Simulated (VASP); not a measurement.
A VASP calculation is set up with these files.

INCAR:
```
SYSTEM = CsI
PREC = Accurate
ENCUT = 400
EDIFF = 1E-6
NELM = 100
ALGO = Normal
LREAL = .FALSE.
LASPH = .TRUE.
ISMEAR = 0
SIGMA = 0.05
GGA = PE
LMAXMIX = 4
LWAVE = .FALSE.
LCHARG = .FALSE.
ISIF = 2
```

KPOINTS:
```
Automatic mesh
0
Gamma
2 2 2
0 0 0
```

**POSCAR**
```
CsI
1
    8.6359290000     0.0000000000     0.0000000000
    0.0000000000     8.6359290000     0.0000000000
    0.0000000000     0.0000000000     8.6359290000
Cs I
1 1
Direct
  0.0000000000   0.0000000000   0.0000000000
  0.5000000000   0.5000000000   0.5000000000
```

POTCAR, in this order: Cs_sv I (PBE.64 set). Program: vasp_std.

Output of the run:

File standard output:
```
 POSCAR found type information on POSCAR CsI
 POSCAR found :  2 types and       2 ions
 Reading from existing POTCAR
 Reading from existing POTCAR
 LDA part: xc-table for (Slater+PW92), standard interpolation
 POSCAR, INCAR and KPOINTS ok, starting setup
 WAVECAR not read
 entering main loop
       N       E                     dE             d eps       ncg     rms          rms(c)
DAV:   1     0.111117678660E+03    0.11112E+03   -0.32692E+03    96   0.667E+02
DAV:   2     0.176034507513E+02   -0.93514E+02   -0.91040E+02   144   0.120E+02
DAV:   3    -0.404200051258E+01   -0.21645E+02   -0.21611E+02   120   0.697E+01
DAV:   4    -0.501942445034E+01   -0.97742E+00   -0.97727E+00   116   0.181E+01
DAV:   5    -0.503263536813E+01   -0.13211E-01   -0.13210E-01   124   0.251E+00    0.229E+00
DAV:   6    -0.403300351687E+01    0.99963E+00   -0.71464E-01   112   0.261E+00    0.164E+00
DAV:   7    -0.316606769907E+01    0.86694E+00   -0.98628E-01   104   0.294E+00    0.134E+00
DAV:   8    -0.289388267677E+01    0.27219E+00   -0.16581E-01   120   0.169E+00    0.105E+00
DAV:   9    -0.293289420311E+01   -0.39012E-01   -0.60660E-02   116   0.693E-01    0.482E-01
DAV:  10    -0.299660534000E+01   -0.63711E-01   -0.89571E-02   104   0.136E+00    0.229E-01
DAV:  11    -0.302236978224E+01   -0.25764E-01   -0.15987E-01   116   0.109E+00    0.386E-01
DAV:  12    -0.302048191038E+01    0.18879E-02   -0.16066E-01   100   0.113E+00    0.233E-01
DAV:  13    -0.301741443169E+01    0.30675E-02   -0.16698E-02   108   0.448E-01    0.168E-01
DAV:  14    -0.301754834283E+01   -0.13391E-03   -0.59328E-04   140   0.901E-02    0.523E-02
DAV:  15    -0.301746082511E+01    0.87518E-04   -0.10361E-03   116   0.972E-02    0.101E-02
DAV:  16    -0.301743286444E+01    0.27961E-04   -0.13027E-04   112   0.386E-02    0.119E-02
DAV:  17    -0.301743164763E+01    0.12168E-05   -0.38132E-06   128   0.926E-03    0.154E-03
DAV:  18    -0.301743148603E+01    0.16160E-06   -0.32090E-07    80   0.301E-03
   1 F= -.30174315E+01 E0= -.30174315E+01  d E =-.587728E-15
```

File OUTCAR:
```
------------------------ aborting loop because EDIFF is reached ----------------------------------------
  FORCE on cell =-STRESS in cart. coord.  units (eV):
  Direction    XX          YY          ZZ          XY          YZ          ZX
  --------------------------------------------------------------------------------------
  Total       -1.1805760     -1.1805760     -1.1805760      0.0000000      0.0000000     -0.0000000
  in kB       -2.9368201     -2.9368201     -2.9368201      0.0000000      0.0000000     -0.0000000
  external PRESSURE =      -2.9368201 kB  Pullay stress =       0.0000000 kB
  volume of cell :      644.06
      direct lattice vectors                 reciprocal lattice vectors
     8.635929000  0.000000000  0.000000000     0.115795301  0.000000000  0.000000000
     0.000000000  8.635929000  0.000000000     0.000000000  0.115795301  0.000000000
     0.000000000  0.000000000  8.635929000     0.000000000  0.000000000  0.115795301
 POSITION                                       TOTAL-FORCE (eV/Angst)
 -----------------------------------------------------------------------------------
      0.00000      0.00000      0.00000         0.000000      0.000000      0.000000
      4.31796      4.31796      4.31796         0.000000      0.000000      0.000000
 -----------------------------------------------------------------------------------
    total drift:                               -0.000000      0.000000      0.000000
  FREE ENERGIE OF THE ION-ELECTRON SYSTEM (eV)
  ---------------------------------------------------
  free  energy   TOTEN  =        -3.0174314860 eV

  energy  without entropy=       -3.0174314860  energy(sigma->0) =       -3.01743149
```
(Selected blocks of OUTCAR.)

The run ends quietly. Is anything wrong with it?

The cause: the lattice was typed in bohr, and VASP reads ångström. The run ends without an error. Against the sound run, the energy per atom (σ→0) rises by 1.205 eV/atom; the pressure drops by 1.05 GPa; the band gap drops by 3.00 eV; the volume grows by 570 %. To mend it, correct POSCAR, correct KPOINTS.
File POSCAR:
```
CsI
1
    4.5700000000     0.0000000000     0.0000000000
    0.0000000000     4.5700000000     0.0000000000
    0.0000000000     0.0000000000     4.5700000000
Cs I
1 1
Direct
  0.0000000000   0.0000000000   0.0000000000
  0.5000000000   0.5000000000   0.5000000000
```
### KPOINTS
```
Automatic mesh
0
Gamma
5 5 5
0 0 0
```
The mended run (PBE GGA, plane waves, VASP's PBE PAW potentials (set 64)) converges, and its OSZICAR ends with
```
   1 F= -.54278723E+01 E0= -.54278723E+01  d E =-.165637E-12
```

The compound is CsI in the CsCl type structure. The cell was not relaxed at this level.
